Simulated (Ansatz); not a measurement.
CsBr:

```xyz
2
Lattice="4.3256 0.0000 0.0000 0.0000 4.3256 0.0000 0.0000 0.0000 4.3256" Properties=species:S:1:pos:R:3 pbc="T T T"
Cs    0.0000    0.0000    0.0000
Br    2.1628    2.1628    2.1628
```

The cell comes from a database or a generator and needn't be the stable form of this composition.

Program: Ansatz 0.2.0. Alike in all runs: task band structure; potentials or basis Ansatz PAW; no spin polarisation; cell as given; k mesh 6 × 6 × 6; smearing fermi-dirac 0.05 eV.

**Question.** Order these runs on this cell by their band gap on the k mesh, lowest first.
A. level PBEsol; cutoff (eV) 420
B. level LDA; cutoff (eV) 420
C. level r2SCAN; cutoff (eV) 500

**Answer.** B (4.03 eV), A (4.23 eV), C (5.18 eV).

Caveats: spin-orbit coupling is left out, which moves the levels of the heavy elements.

Runs at the PBE level aren't shown here.
